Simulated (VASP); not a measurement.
# AlGa3N2 (P1) in VASP: relaxation of cell and atoms with PBE

Aim: the relaxation of cell and atoms of AlGa3N2 with PBE.

Program: VASP 6.6.1. These are calculated values, not measurements. Logs are shortened: lines on timing, memory, paths and dates and some standing lists are left out, and cuts for length are marked.

### 1 Starting point

The typed cell holds 12 atoms: a = 6.546 Å, b = 3.288 Å, c = 9.364 Å, α = 91.90°, β = 89.16°, γ = 120.77°.

The cell was built by a generator and needn't be a form met in nature.

### 2 Relaxation of cell and atoms, PBE

File INCAR:

```
ALGO     = Fast           # electronic algorithm
EDIFF    = 1E-5           # SCF threshold, eV
EDIFFG   = -0.03          # ionic threshold
ENCUT    = 520            # plane-wave cutoff, eV
GGA      = PE             # functional
IBRION   = 2              # ionic algorithm
ISIF     = 3              # what is computed and relaxed
ISMEAR   = 0              # smearing method
ISYM     = 0            
KPAR     = 4            
LASPH    = T              # aspherical terms in the spheres
LCHARG   = F              # write CHGCAR
LREAL    = Auto         
LWAVE    = F              # write WAVECAR
NELM     = 80             # most SCF steps
NSW      = 110            # ionic steps
PREC     = Normal         # precision mode
SIGMA    = 0.15           # smearing width, eV
```

File KPOINTS:

```
k-points
0
Gamma
  8 8 3
```

File POSCAR:

```
AlGa3N2
1.0
    6.5455035300     -0.0526374300      0.0472196700
   -1.6591690700      2.8382530000     -0.0540022200
    0.0686520800     -0.1416820200      9.3626732100
Al Ga N
2 6 4
Direct
    0.3339926400      0.3534070400      0.2507789500
    0.8260331100      0.3389971300      0.2578587700
    0.1662969800      0.6480257700      0.9822843700
    0.6735898000      0.6602744500      0.9762630000
    0.9930684200      0.9973814600      0.5244358700
    0.5088503300      0.9944517500      0.5380369200
    0.1739367800      0.6955973400      0.7032632400
    0.6687311300      0.6624246400      0.7120545800
    0.3388358900      0.3317516100      0.0590667500
    0.8439259600      0.3642020700      0.0571721300
    0.9882040400      0.9738343600      0.3229945800
    0.5018386400      0.0065640900      0.3198890000
```

Potentials or basis: VASP PAW PBE potentials, release 64 (Al, Ga_d, N).

Started as:

```console
> cat potpaw_PBE.64/Al/POTCAR potpaw_PBE.64/Ga_d/POTCAR potpaw_PBE.64/N/POTCAR > POTCAR
> mpirun -np 4 vasp_std > vasp.out
```

OUTCAR:

```text
EDIFF = 1E-5
   EDIFFG = -0.03
   ENCUT = 520
   GGA = PE
   IBRION = 2
   ISIF = 3
   ISMEAR = 0
   ISYM = 0
   LASPH = T
   LREAL = Auto
   NELM = 80
   NSW = 110
   PREC = Normal

 ion  position               nearest neighbor table
   1  0.334  0.353  0.251-   9 1.79  12 1.94  11 2.06  12 2.07   3 3.13   2 3.19   2 3.25   2 3.29
                             2 3.30
   2  0.826  0.339  0.258-  11 1.88  10 1.88  12 1.92  11 2.08   5 3.07   1 3.19   1 3.25   1 3.29
                             1 3.30
   3  0.166  0.648  0.982-  10 1.95   9 2.04   9 2.04   7 2.62   1 3.13
   4  0.674  0.660  0.976-  10 1.99   9 2.04  10 2.11   8 2.48
   5  0.993  0.997  0.524-  11 1.89   8 2.54   7 2.55   7 2.56   2 3.07
   6  0.509  0.994  0.538-  12 2.05   7 2.44   8 2.46   8 2.51
   7  0.174  0.696  0.703-   6 2.44   5 2.55   5 2.56   3 2.62
   8  0.669  0.662  0.712-   6 2.46   4 2.48   6 2.51   5 2.54
   9  0.339  0.332  0.059-   1 1.79   3 2.04   4 2.04   3 2.04
  10  0.844  0.364  0.057-   2 1.88   3 1.95   4 1.99   4 2.11
  11  0.988  0.974  0.323-   2 1.88   5 1.89   1 2.06   2 2.08
  12  0.502  0.007  0.320-   2 1.92   1 1.94   6 2.05   1 2.07

IMPORTANT INFORMATION: All symmetrisations will be switched off!
NOSYMM: (Re-)initialisation of all symmetry stuff for point group C_1.

----------------------------------------------------------------------------------------

                                     Primitive cell

  volume of cell :     173.0722

  direct lattice vectors                    reciprocal lattice vectors
     6.545503530 -0.052637430  0.047219670     0.153496582  0.089734542  0.000232403
    -1.659169070  2.838253000 -0.054002220     0.002808868  0.354072953  0.005337465
     0.068652080 -0.141682020  9.362673210    -0.000757943  0.001589662  0.106836716

  length of vectors
     6.545885491  3.288075172  9.363996825     0.177801976  0.354124321  0.106851230

  position of ions in fractional coordinates (direct lattice)
     0.333992640  0.353407040  0.250778950
     0.826033110  0.338997130  0.257858770
     0.166296980  0.648025770  0.982284370
     0.673589800  0.660274450  0.976263000
     0.993068420  0.997381460  0.524435870
     0.508850330  0.994451750  0.538036920
     0.173936780  0.695597340  0.703263240
     0.668731130  0.662424640  0.712054580
     0.338835890  0.331751610  0.059066750
     0.843925960  0.364202070  0.057172130
     0.988204040  0.973834360  0.322994580
     0.501838640  0.006564090  0.319889000

  ion indices of the primitive-cell ions
   primitive index   ion index
                 1           1
                 2           2
                 3           3
                 4           4
                 5           5
                 6           6
                 7           7
                 8           8
[... 104 lines left out ...]
   IVDW    =     0    specifies the selected vdW correction
   LEPSILON=     F    determine dielectric tensor
   LRPA    =     F    only Hartree local field effects (RPA)
 conjugate gradient relaxation of ions
 non-spin polarized calculation
 RMM-DIIS sequential band-by-band and
 Gauss-broadening in eV      SIGMA  =   0.15
  energy-cutoff  :      520.00
  volume of cell :      173.07
 maximum number of plane-waves:      4694
   NGX = 25   NGY = 13   NGZ = 35

--------------------------------------- Ionic step        1  -------------------------------------------

 number of electron     103.9999994 magnetization

 Free energy of the ion-electron system (eV)
  ---------------------------------------------------
  ext. energy  EPLUGINS =         0.00000000
  ---------------------------------------------------
  free energy    TOTEN  =       -63.56913417 eV

  energy without entropy =      -63.55446411  energy(sigma->0) =      -63.56179914

------------------------ aborting loop because EDIFF is reached ----------------------------------------

  FORCE on cell =-STRESS in cart. coord.  units (eV):
  Direction    XX          YY          ZZ          XY          YZ          ZX
  --------------------------------------------------------------------------------------
  -------------------------------------------------------------------------------------
  Total       -3.7918927     -2.8169002      1.4417316      2.2689697      2.2828495     -1.5052705
  in kB      -35.1026110    -26.0768326     13.3465125     21.0044875     21.1329764    -13.9347104
  external PRESSURE =     -15.9443104 kB  Pullay stress =       0.0000000 kB
[... 119 lines left out ...]
  FREE ENERGIE OF THE ION-ELECTRON SYSTEM (eV)
  ---------------------------------------------------
  free  energy   TOTEN  =       -64.0320165348 eV

  energy  without entropy=      -64.0187380121  energy(sigma->0) =      -64.02537727

[... ionic steps 4 to 22 ...]

--------------------------------------- Ionic step       23  -------------------------------------------

 number of electron     103.9999893 magnetization

------------------------ aborting loop because EDIFF is reached ----------------------------------------
[... 87 lines left out ...]
--------------------------------------- Ionic step       25  -------------------------------------------

 number of electron     103.9999896 magnetization

 Free energy of the ion-electron system (eV)
  ---------------------------------------------------
  ext. energy  EPLUGINS =         0.00000000
  ---------------------------------------------------
  free energy    TOTEN  =       -64.13553690 eV

  energy without entropy =      -64.12341983  energy(sigma->0) =      -64.12947836

 E-fermi :   6.9143     XC(G=0): -10.9768

 val. band max:        6.9077292298   @ k =   0.5000   0.0000   0.3333
 cond. band min:       6.9158100876   @ k =   0.1250   0.5000   0.0000
 fundamental gap:      0.0080808578
 Fermi energy:         6.9143225258

 k-point     1 :       0.0000    0.0000    0.0000
  band No.  band energies     occupation
      1     -10.6061      2.00000
      2      -9.8676      2.00000
      3      -9.8285      2.00000
      4      -9.4975      2.00000
      5      -8.9057      2.00000
      6      -8.8769      2.00000
[... 1549 lines left out ...]
     61      10.9090      0.00000
     62      10.9582      0.00000

 [... further k-points ...]

------------------------ aborting loop because EDIFF is reached ----------------------------------------

  FORCE on cell =-STRESS in cart. coord.  units (eV):
  Direction    XX          YY          ZZ          XY          YZ          ZX
  --------------------------------------------------------------------------------------
  -------------------------------------------------------------------------------------
  Total       -0.0459975     -0.0433570     -0.0735556      0.0299600      0.0299616      0.0204661
  in kB       -0.4383565     -0.4131927     -0.7009856      0.2855189      0.2855343      0.1950423
  external PRESSURE =      -0.5175116 kB  Pullay stress =       0.0000000 kB
[... 27 lines left out ...]
  FREE ENERGIE OF THE ION-ELECTRON SYSTEM (eV)
  ---------------------------------------------------
  free  energy   TOTEN  =       -64.1355368998 eV

  energy  without entropy=      -64.1234198298  energy(sigma->0) =      -64.12947836

 reached required accuracy - stopping structural energy minimisation
```

CONTCAR:

```text
AlGa3N2
   1.00000000000000
     6.4362901913777648    0.0184091471361731    0.0093925370268638
    -1.6010767376329478    2.7736223839180072   -0.0019261985273262
     0.0123487662258994    0.0032689057301026    9.4019598339891637
  Al              Ga              N
     2     6     4
Direct
     0.3342826854586958    0.3340927921727601    0.2567437455196501
     0.8351482509410060    0.3365195323542756    0.2569279721484871
     0.1686690331795875    0.6677302715137744    0.9797283160474528
     0.6686044206436185    0.6674043582184447    0.9813321213540169
     0.9973073088704044    0.0081770501325762    0.5285830894648818
     0.5054458380535539    0.0008393075618882    0.5272334282852463
     0.1702783887948175    0.6817774396289361    0.7126858030956745
     0.6629789642667580    0.6557332992507908    0.7147997846077480
     0.3351752845895374    0.3346599473140123    0.0552264011523531
     0.8358696913449190    0.3348688629137306    0.0553826116356595
     0.0017844432608384    0.0035704108811758    0.3180504781319513
     0.5017594105962577    0.0015384380576288    0.3174044085568789

  0.00000000E+00  0.00000000E+00  0.00000000E+00
  0.00000000E+00  0.00000000E+00  0.00000000E+00
  0.00000000E+00  0.00000000E+00  0.00000000E+00
  0.00000000E+00  0.00000000E+00  0.00000000E+00
  0.00000000E+00  0.00000000E+00  0.00000000E+00
  0.00000000E+00  0.00000000E+00  0.00000000E+00
  0.00000000E+00  0.00000000E+00  0.00000000E+00
  0.00000000E+00  0.00000000E+00  0.00000000E+00
  0.00000000E+00  0.00000000E+00  0.00000000E+00
  0.00000000E+00  0.00000000E+00  0.00000000E+00
  0.00000000E+00  0.00000000E+00  0.00000000E+00
  0.00000000E+00  0.00000000E+00  0.00000000E+00
```

Run time: 21 min. Hardware: 4 MPI ranks of Intel Xeon 6975P-C (Granite Rapids), shared host; peak memory 0.65 GiB.

What came out:

| Quantity | Value |
| --- | --- |
| Free energy | -64.1355 eV |
| Relaxed volume | 14.01 Å³/atom |
| Relaxed cell | a = 6.436 Å, b = 3.203 Å, c = 9.402 Å, α = 90.05°, β = 89.84°, γ = 119.83° |
| Space group after relaxing (to 0.05 Å) | P1 (No. 1) |
| Energy gained by relaxing | 47.2 meV/atom |
| Ionic steps | 25 |
| Pressure after relaxing | -0.1 GPa |
| Largest force after relaxing | 0.021 eV/Å |
| Band gap on the k mesh | none (metal or under the smearing width) |

Forces in eV/Å, atoms in the order of the input:
```
Al  -0.005  0.012 -0.001
Al   0.006  0.000  0.000
Ga   0.015  0.004  0.005
Ga  -0.008 -0.001  0.010
Ga   0.003 -0.012 -0.017
Ga   0.004 -0.004 -0.005
Ga   0.004 -0.002  0.001
Ga  -0.006  0.003  0.007
N    0.000 -0.006  0.000
N   -0.011  0.005 -0.011
N   -0.001 -0.008  0.003
N    0.000  0.009  0.007
```

The path:
```
step  energy change (eV)  largest force (eV/Å)  pressure (GPa)  volume (Å³)
   1              0.0000                2.1709           -1.59       173.07
   2             -0.4595                0.9327           -0.85       169.45
   3             -0.4629                0.7995           -0.90       169.76
   4             -0.5381                0.3455            0.53       167.40
   5             -0.5384                0.3599            0.49       167.28
   6             -0.5539                0.1576           -0.08       168.04
   7             -0.5542                0.1782           -0.03       168.13
   8             -0.5596                0.0845            0.04       168.25
   9             -0.5604                0.0954           -0.14       168.30
  10             -0.5604                0.1021           -0.11       168.31
  11             -0.5630                0.0570           -0.11       168.11
  12             -0.5636                0.0640            0.07       168.00
  13             -0.5637                0.0709            0.10       167.95
  14             -0.5650                0.0420            0.06       168.13
  15             -0.5652                0.0459           -0.05       168.18
  16             -0.5653                0.0911           -0.12       168.29
  17             -0.5653                0.0756           -0.06       168.25
  18             -0.5653                0.0847           -0.12       168.27
  19             -0.5660                0.0481           -0.09       168.19
  20             -0.5661                0.0430           -0.02       168.18
  21             -0.5662                0.0335           -0.04       168.15
  22             -0.5661                0.0432           -0.08       168.16
  23             -0.5662                0.0344            0.00       168.15
  24             -0.5662                0.0411           -0.02       168.15
  25             -0.5664                0.0208           -0.05       168.12
```

Final structure:
```cif
data_structure
_symmetry_space_group_name_H-M 'P 1'
_symmetry_Int_Tables_number 1
_cell_length_a 6.4363
_cell_length_b 3.2026
_cell_length_c 9.4020
_cell_angle_alpha 90.055
_cell_angle_beta 89.841
_cell_angle_gamma 119.832
_cell_volume 168.12
loop_
_atom_site_label
_atom_site_type_symbol
_atom_site_fract_x
_atom_site_fract_y
_atom_site_fract_z
_atom_site_occupancy
Al1 Al 0.33428 0.33409 0.25674 1
Al2 Al 0.83515 0.33652 0.25693 1
Ga1 Ga 0.16867 0.66773 0.97973 1
Ga2 Ga 0.66860 0.66740 0.98133 1
Ga3 Ga 0.99731 0.00818 0.52858 1
Ga4 Ga 0.50545 0.00084 0.52723 1
Ga5 Ga 0.17028 0.68178 0.71269 1
Ga6 Ga 0.66298 0.65573 0.71480 1
N1 N 0.33518 0.33466 0.05523 1
N2 N 0.83587 0.33487 0.05538 1
N3 N 0.00178 0.00357 0.31805 1
N4 N 0.50176 0.00154 0.31740 1
```
